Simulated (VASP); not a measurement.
A run of VASP 6.6.1 is set up as follows.

The input INCAR:

```
SYSTEM = FeO
  PREC = Accurate
  ENCUT = 600
  EDIFF = 1E-6
  ISMEAR = -1
  SIGMA = 0.05
  LREAL = .False.
  LASPH = .True.
  NELM = 100
  ALGO = Fast
  ISIF = 3
  LWAVE = .False.
  LCHARG = .False.
  ISPIN = 2
  MAGMOM = 3 0
  LORBIT = 11
  LMAXMIX = 4
  GGA = PE
  IBRION = 2
  NSW = 60
  EDIFFG = -0.02
```

Contents of KPOINTS:

```
Automatic mesh
0
Gamma
  8 8 8
  0 0 0
```

File POSCAR:

```
FeO
1.0
    0.0000000000      2.1554000000      2.1554000000
    2.1554000000      0.0000000000      2.1554000000
    2.1554000000      2.1554000000      0.0000000000
Fe O
1 1
Direct
    0.0000000000      0.0000000000      0.0000000000
    0.5000000000      0.5000000000      0.5000000000
```

Potentials or basis: VASP PAW PBE potentials, release 64 (Fe, O).

The run is started by

```bash
$ cat potpaw_PBE.64/Fe/POTCAR potpaw_PBE.64/O/POTCAR > POTCAR
$ mpirun -np 1 vasp_std > vasp.out
```

Problem. Predict the site moments.

Solution. Fe +3.62; O +0.30 μB.

Problem. Estimate the band gap on the k mesh.

Solution. None (metal or under the smearing width).

Final structure:
```
Fe O
1.0
     0.00000    2.15540    2.15540
     2.15540    0.00000    2.15540
     2.15540    2.15540    0.00000
Fe O
1 1
Direct
  0.00000 0.00000 0.00000
  0.50000 0.50000 0.50000
```

Caveat: the relaxation stopped at its first step, so nothing moved; a cell with one magnetic atom can't hold antiferromagnetic order, which such compounds often take; semilocal functionals often make such compounds metallic where correlation or magnetic order opens a gap, which also shifts bond lengths. With open d or f shells a metallic result of PBE can be an artefact of self-interaction; +U or a hybrid may open a gap.
